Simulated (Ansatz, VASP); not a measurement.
## Two plane-wave programs on WSe2

```
CELL_PARAMETERS angstrom
3.40102 0.00000 0.00000
-1.70051 2.94537 0.00000
0.00000 0.00000 16.66114
ATOMIC_POSITIONS crystal
W 0.00000 0.00000 0.99794
Se 0.33333 0.66667 0.10280
Se 0.33333 0.66667 0.90200
```

Change from the starting cell: mode 9 frozen in at -0.040 Å, equal normal strain along x and y +0.0400.

Alike in both runs: task single point; functional PBEsol; k mesh 9 × 9 × 2; occupations gaussian, width 0.05 eV; no spin polarisation.

|  | VASP | Ansatz |
| --- | --- | --- |
| version | VASP 6.6.1 | Ansatz 0.2.0 |
| potentials or method | VASP PAW PBE potentials, release 64 (W_sv, Se) | scalar-relativistic, plane waves, PAW |
| plane-wave cutoff (eV) | 520 | 420 |
| valence electrons in the cell | 26 | 46 |

Ansatz gave:

```
gap on the k mesh at the Fermi level (eV) : 1.32
least direct gap on the mesh (eV)         : 1.32
rms of the force components (eV/Å)        : 0.815
```

Question: What did VASP give for the same quantities?

Answer: gap on the k mesh at the Fermi level (eV): 1.31; least direct gap on the mesh (eV): 1.31; rms of the force components (eV/Å): 0.811.

Atom by atom the forces differ by 0.023 eV/Å (rms over components). The functional is the same, so the differences come from potentials, cutoffs and numerics. The two sets of potentials don't hold the same shells in valence. Ansatz warned: «pseudo_functional_mismatch».

Caveats: the PAW data sets were made with another functional, which shifts forces and pressure a little (VASP); spin-orbit coupling is left out, which moves the levels of the heavy elements.
